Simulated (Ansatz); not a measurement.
CdS (Hawleyite):

```xyz
2
Lattice="0.0000 2.9165 2.9165 2.9165 0.0000 2.9165 2.9165 2.9165 0.0000" Properties=species:S:1:pos:R:3 pbc="T T T"
Cd    0.0000    0.0000    0.0000
S     4.3748    4.3748    4.3748
```

Base run:

```yaml
Program: Ansatz 0.2.0
Functional: PBE
Potentials_or_basis: all-electron LAPW, relativistic spinors
Cutoff: 246 eV
Density_cutoff: 986 eV
Basis_error_allowed: 0.001 eV/atom
k_mesh: 6 × 6 × 6
Occupations: fermi-dirac, width 0.05 eV
Spin: spin-orbit coupling, no magnetisation
```

Its results: band gap on the k mesh 1.13 eV, direct; pressure 2.8 GPa.

The run is repeated on the same cell with these changes: functional from PBE to LDA. What comes out?

Band gap on the k mesh 0.84 eV, direct; pressure -2.5 GPa.

LDA binds more tightly than PBE, so the same cell stands under less pressure.

Not every run made on this cell is shown here.
